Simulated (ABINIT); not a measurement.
## CoO in ABINIT: convergence with k mesh

Crystal: CoO.

```
Co O
1.0
     1.50547    0.86918    2.43993
    -1.50547    0.86918    2.43993
     0.00000   -1.73837    2.43993
Co O
1 1
Direct
  0.00000 0.00000 0.00000
  0.50000 0.50000 0.50000
```

The cell is a database's computed one.

```yaml
Program: ABINIT 10.8.3 (patched build)
Task: single point
Functional: LDA
Potentials_or_basis: JTH PAW LDA v2.0
Cutoff: 707 eV
k_mesh: 2 × 2 × 2
Occupations: gaussian, width 0.1 eV
Spin: collinear spin, ferromagnetic start
Starting_moments: "[2.0, 0.0] μB"
```

These are the settings of the first run; the series varies k mesh, with any setting tied to it.

Hardware: 1 thread of Arm Neoverse V2 (shared host).

The values tried are 2 × 2 × 2, 4 × 4 × 4, 5 × 5 × 5, 6 × 6 × 6, 7 × 7 × 7, 8 × 8 × 8, 10 × 10 × 10, 12 × 12 × 12, loosest first. From which on does the energy stay within 1 meV/atom of the tightest run that finished?

From 10 × 10 × 10 on.

```
      k mesh  energy less the tightest run, at zero smearing (meV/atom)  pressure (GPa)  largest site moment (μB)  SCF cycles  CPU time (s)  peak memory (GiB)
   2 × 2 × 2                                                      57.52          -33.93                      1.01          16           3.4               0.08
   4 × 4 × 4                                                     -20.55          -23.94                      2.14          18            12               0.08
   5 × 5 × 5                                                       5.61          -18.86                      2.44          39            37               0.09
   6 × 6 × 6                                                      -8.71          -19.93                      2.39          41            61                0.1
   7 × 7 × 7                                                     177.83          -34.73                      0.00          39            85                0.1
   8 × 8 × 8                                                      -1.32          -18.34                      2.47          22            72               0.12
10 × 10 × 10                                                      -0.28          -18.00                      2.50          22           130               0.15
12 × 12 × 12                                                       0.00          -18.12                      2.49          33           300                0.2
```

Against the tightest run, the largest site moment stays within 0.02 μB from 8 × 8 × 8 on. Not settled before the last step: the pressure (to 0.1 GPa). Meshes of other sizes hit other points, so gaps and Fermi surfaces needn't settle smoothly. The tightest run that finished is the yardstick and may itself not be fully converged.

Caveat, for the tightest run too: so large a pressure means that the cell lies far from this level's equilibrium, or that cutoff or potentials fall short; a cell with one magnetic atom can't hold antiferromagnetic order, which such compounds often take; semilocal functionals often make such compounds metallic where correlation or magnetic order opens a gap, which also shifts bond lengths.
